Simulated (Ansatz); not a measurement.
Sb2Te3 (Bi2Te3 type, space group R-3m)

```
Sb2Te3
1.0
    2.13805     1.23440     9.94161
   -2.13805     1.23440     9.94161
    0.00000    -2.46881     9.94161
Sb Te
2 3
Direct
  0.39906   0.39906   0.39906
  0.60094   0.60094   0.60094
  0.00000   0.00000   0.00000
  0.21017   0.21017   0.21017
  0.78983   0.78983   0.78983
```

Grid over V/V₀ and (c/a)/(c/a)₀, subscript 0 meaning the relaxed cell; the conventional c axis lies along z; no internal relaxation.

Calculation: PBE-D3(BJ) (plane waves to 420 eV, PAW, scalar-relativistic; Ansatz, a quantum-chemistry and plane-wave program). k mesh 9×9×9 (Γ-centred), Fermi-Dirac smearing 0.05 eV. Energies are smeared free energies. As the atoms are clamped, bonds stretch with the cell, which overstates energies and stresses. As the smearing reaches across the gap at some points, the response to shear is sensitive to the k mesh, so small differences along c/a are uncertain. Sb2Te3 was relaxed with its symmetry unable to fall. Spin-orbit coupling is left out, though Sb and Te are heavy. The zero of ΔE is the relaxed starting cell.

```csv
ΔE (eV/atom),V/V₀ = 0.960,V/V₀ = 0.973,V/V₀ = 0.987,V/V₀ = 1.000,V/V₀ = 1.013,V/V₀ = 1.027,V/V₀ = 1.040
(c/a)/(c/a)₀ = 0.880,0.044,?,0.034,0.033,0.034,?,?
(c/a)/(c/a)₀ = 0.920,0.026,0.020,0.017,0.015,0.016,0.018,0.022
(c/a)/(c/a)₀ = 0.960,0.014,0.009,0.005,0.004,0.005,0.007,0.011
(c/a)/(c/a)₀ = 1.000,0.009,0.004,0.001,0.000,0.001,0.004,0.008
(c/a)/(c/a)₀ = 1.040,0.012,0.007,0.004,0.004,0.005,0.008,0.013
(c/a)/(c/a)₀ = 1.080,0.021,0.017,0.015,0.015,0.017,0.020,0.025
(c/a)/(c/a)₀ = 1.120,?,0.034,0.032,0.033,?,?,0.045
```

**Question.** Complete the blanks.

**Answer.** 
- (c/a)/(c/a)₀ = 0.880, V/V₀ = 0.973: 0.038
- (c/a)/(c/a)₀ = 0.880, V/V₀ = 1.027: 0.036
- (c/a)/(c/a)₀ = 0.880, V/V₀ = 1.040: 0.040
- (c/a)/(c/a)₀ = 1.120, V/V₀ = 0.960: 0.037
- (c/a)/(c/a)₀ = 1.120, V/V₀ = 1.013: 0.035
- (c/a)/(c/a)₀ = 1.120, V/V₀ = 1.027: 0.039

(A scan under strain: stresses follow from slopes of the energy per volume, elastic moduli from its curvatures.)
